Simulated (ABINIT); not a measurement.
# Ge (Fd-3m) in ABINIT: further runs, part 2 of 2

ABINIT 10.8.3 (patched build). The steps go on from the part before.

## (4) Relaxation of cell and atoms, PBEsol

run.abi reads:

```
# Pseudopotentials
pp_dirpath "./"
pseudos "Ge.upf"

# Structure
acell 7.5601949712 7.5601949712 7.5601949712
rprim
     0.0000000000     0.7071067812     0.7071067812
     0.7071067812     0.0000000000     0.7071067812
     0.7071067812     0.7071067812     0.0000000000
ntypat 1
znucl 32
natom 2
typat 1 1
chkprim 0
chksymtnons 0
tolsym 1.0e-6
xred
            3/4            3/4            3/4
            1/2            1/2            1/2

# Plane-wave basis
ecut 39.0
ecutsm 0.5

# k points
kptopt 1
ngkpt 6 6 6
nshiftk 1
shiftk 0.0 0.0 0.0

# Exchange and correlation
ixc -116133

# Bands and occupations
nband 18
occopt 3
tsmear 0.05 eV

# SCF cycle
nstep 80
tolvrs 1.0e-12

# Output
iomode 3
prteig 0
prtebands 0
prtwf 0
prtden 0

# Relaxation
ionmov 2
optcell 2
ntime 50
tolmxf 2.0e-5
dilatmx 1.08
```

Potentials or basis: PseudoDojo NC SR PBEsol v0.4.1 standard.

Run with:

```bash
$ mpirun --bind-to none -np 4 abinit run.abi > log 2>&1
```

run.abo:

```text
.Version 10.8.3 of ABINIT
 Symmetries : space group Fd -3 m (#227); Bravais cF (face-center cubic)
================================================================================
 Values of the parameters that define the memory need of the present run
     intxc =       0    ionmov =       2      iscf =       7    lmnmax =       6
     lnmax =       6     mgfft =      48  mpssoang =       3    mqgrid =    3001
     natom =       2  nloc_mem =       1    nspden =       1   nspinor =       1
    nsppol =       1      nsym =      48    n1xccc =    2501    ntypat =       1
    occopt =       3   xclevel =       2
       mpw =        4500          nfft =      110592          nkpt =          16
================================================================================
================================================================================

--------------------------------------------------------------------------------
------------- Echo of variables that govern the present computation ------------
--------------------------------------------------------------------------------
 -outvars: echo values of preprocessed input variables --------
            acell      7.5601949712E+00  7.5601949712E+00  7.5601949712E+00 Bohr
              amu      7.26100000E+01
          chkprim           0
      chksymtnons           0
          dilatmx      1.08000000E+00
             ecut      3.90000000E+01 Hartree
           ecutsm      5.00000000E-01 Hartree
           ionmov           2
              ixc     -116133
         kptrlatt        6    0    0      0    6    0      0    0    6
          kptrlen      4.53611698E+01
[... 503 lines left out ...]
kinetic             :  1.33972545515165E+02
hartree             :  5.55438955498168E+01
xc                  : -4.31868329781261E+01
Ewald energy        : -9.83681313954464E+01
psp_core            :  5.59181293968008E+00
local_psp           : -1.37625505235117E+02
non_local_psp       : -9.43294881201429E+01
internal            : -1.78401703724170E+02
'-kT*entropy'       : -7.14225693259117E-05
total_energy        : -1.78401775146739E+02
total_energy_eV     : -4.85455961048658E+03
band_energy         : -1.58699605898920E+01
...

 Cartesian components of stress tensor (hartree/bohr^3)
  sigma(1 1)= -7.63087712E-09  sigma(3 2)=  0.00000000E+00
  sigma(2 2)= -7.63087712E-09  sigma(3 1)=  0.00000000E+00
  sigma(3 3)= -7.63087711E-09  sigma(2 1)=  0.00000000E+00

-Cartesian components of stress tensor (GPa)         [Pressure=  2.2451E-04 GPa]
- sigma(1 1)= -2.24508156E-04  sigma(3 2)=  0.00000000E+00
- sigma(2 2)= -2.24508156E-04  sigma(3 1)=  0.00000000E+00
- sigma(3 3)= -2.24508156E-04  sigma(2 1)=  0.00000000E+00

== END DATASET(S) ==============================================================
================================================================================

 -outvars: echo values of variables after computation  --------
            acell      7.5895730547E+00  7.5895730547E+00  7.5895730547E+00 Bohr
           etotal     -1.7840177515E+02
            fcart     -2.0069510450E-28  6.0208531349E-28 -8.0278041799E-28
                       2.0069510450E-28 -6.0208531349E-28  8.0278041799E-28
            rprim      0.0000000000E+00  7.0710678119E-01  7.0710678119E-01
                       7.0710678119E-01  0.0000000000E+00  7.0710678119E-01
                       7.0710678119E-01  7.0710678119E-01  0.0000000000E+00
           strten     -7.6308771212E-09 -7.6308771177E-09 -7.6308771073E-09
                       0.0000000000E+00  0.0000000000E+00  0.0000000000E+00
           xangst      4.2598542453E+00  4.2598542453E+00  4.2598542453E+00
                       2.8399028302E+00  2.8399028302E+00  2.8399028302E+00
             xred      7.5000000000E-01  7.5000000000E-01  7.5000000000E-01
                       5.0000000000E-01  5.0000000000E-01  5.0000000000E-01
 Calculation completed.
```

Wall time 20 s (4 MPI ranks of AMD EPYC 9R45 (Zen 5), shared host); peak memory 0.4 GiB.

What came out:

```yaml
Free_energy: -4854.5596 eV
Relaxed_volume: 22.90 Å³/atom
Relaxed_cell: a = 4.016 Å, b = 4.016 Å, c = 4.016 Å, α = 60.00°, β = 60.00°, γ = 60.00°
Space_group_after_relaxing_to_0.05_Å: Fd-3m (No. 227)
Energy_gained_by_relaxing: 0.6 meV/atom
Ionic_steps: 4
Pressure_after_relaxing: 0.0 GPa
Band_gap_on_the_k_mesh: none (metal or under the smearing width)
```

The path:
```
step  energy change (eV)  largest force (eV/Å)  pressure (GPa)  volume (Å³)
   1              0.0000                0.0000            0.74        45.28
   2             -0.0004                0.0000            0.60        45.38
   3             -0.0012                0.0000           -0.02        45.82
   4             -0.0012                0.0000            0.00        45.81
```

Final structure:
```
Ge
1.0
     0.00000    2.83990    2.83990
     2.83990    0.00000    2.83990
     2.83990    2.83990    0.00000
Ge
2
Direct
  0.75000 0.75000 0.75000
  0.50000 0.50000 0.50000
```

Caveat: this crystal is a semiconductor, whose small gap the functional closes, so the metal is an error of the method.

## (5) Single point, PBEsol (cell relaxed)

run.abi reads:

```
# Pseudopotentials
pp_dirpath "./"
pseudos "Ge.upf"

# Structure
acell 7.589573049 7.589573049 7.589573049
rprim
     0.0000000000     0.7071067812     0.7071067812
     0.7071067812     0.0000000000     0.7071067812
     0.7071067812     0.7071067812     0.0000000000
ntypat 1
znucl 32
natom 2
typat 1 1
xred
     0.7500000000     0.7500000000     0.7500000000
     0.5000000000     0.5000000000     0.5000000000
chkprim 0
chksymtnons 0
tolsym 1.0e-6

# Plane-wave basis
ecut 39.0

# k points
kptopt 1
ngkpt 6 6 6
nshiftk 1
shiftk 0.0 0.0 0.0

# Exchange and correlation
ixc -116133

# Bands and occupations
nband 18
occopt 3
tsmear 0.00183747

# SCF cycle
nstep 100
tolvrs 1.0e-10

# Output
iomode 3
prtwf 0
prtden 0
prteig 0
prtebands 0
enunit 1
```

Run with:

```bash
$ mpirun --bind-to none -np 4 abinit run.abi > log 2>&1
```

Wall time 5.6 s (4 MPI ranks of AMD EPYC 9R45 (Zen 5), shared host); peak memory 0.32 GiB.

The run converged. Its results:

| Quantity | Value |
| --- | --- |
| Free energy | -4854.5597 eV |
| Pressure | 0.0 GPa |
| Band gap on the k mesh | none (metal or under the smearing width) |
| Valence electrons inside the program's atomic spheres | Ge 11.55, 11.56 (radii [1.0584] Å) |

Levels at points of the mesh, in eV from the Fermi level:
| k point | band 10 | band 11 | band 12 | band 13 | band 14 | band 15 | band 16 | band 17 | band 18 |
| --- | --- | --- | --- | --- | --- | --- | --- | --- | --- |
| (0.00, 0.00, 0.00) | -24.58 | -12.70 | -0.12 | 0.00 | 0.00 | 0.00 | 2.53 | 2.53 | 2.53 |
| (0.50, 0.00, 0.00) | -24.55 | -10.64 | -7.57 | -1.39 | -1.39 | 0.09 | 3.70 | 3.70 | 6.98 |
| (0.50, 0.50, 0.00) | -24.53 | -8.86 | -8.86 | -3.04 | -3.04 | 0.68 | 0.68 | 9.39 | 9.39 |

Caveat: this crystal is a semiconductor, whose small gap the functional closes, so the metal is an error of the method.

## (6) The runs side by side

| task | cell | cutoff (eV) | cell freedom (optcell) | optimiser (ionmov) | cutoff smearing ecutsm (Ha) | force stop (Ha/bohr) | gap on the mesh (eV) | pressure (GPa) |
| --- | --- | --- | --- | --- | --- | --- | --- | --- |
| single point | as given | 952 | - | - | - | - | none | -1.2 |
| relaxation of cell and atoms | relaxed | 1061 | 2 | 2 | 0.5 | 2e-05 | none | 0.0 |
| single point | cell relaxed | 1061 | - | - | - | - | none | 0.0 |

Alike in all rows: level PBEsol; potentials or basis PseudoDojo NC SR PBEsol v0.4.1 standard; no spin polarisation; k mesh 6 × 6 × 6; smearing fermi-dirac 0.05 eV.

Caveats: this crystal is a semiconductor, whose small gap the functional closes, so the metal is an error of the method.

Total energies depend on the potentials used, so only differences within one code and one set of settings carry meaning.

## (7) How close it comes

Step 2. Against the measured gap of Ge, 0.807 eV (direct; 300 K; “Electronic and optical properties of SixGe1-x-ySny alloys lattice-matched to Ge”, 2021, arxiv:2109.02782), the calculated 0.00 eV is off by -0.81 eV. 3 values of this kind are on record (0.666 to 0.807 eV); this one was drawn at random among those near their median. Spin-orbit coupling on Ge is left out. The value is that of PBEsol on a finite k mesh, which can miss the band edges, without temperature or zero-point motion. Semilocal functionals fall short of measured gaps as a rule.

Step 3. Measured gap of Ge: 0.744 eV (indirect; 0 K; “Temperature-dependent photoluminescence in Ge: experiment and theory”, 2020, arxiv:2003.00143). This calculation gives 0.00 eV (-0.74 eV). 3 values of this kind are on record (0.666 to 0.807 eV); this one was drawn at random among those near their median. Spin-orbit coupling on Ge is left out. The value is that of PBEsol on a finite k mesh, which can miss the band edges, without temperature or zero-point motion. Semilocal functionals fall short of measured gaps as a rule.

Step 4. The cell as given is a measured one (22.64 Å³/atom); PBEsol puts the equilibrium volume +1.2 % from it, thermal expansion not counted.
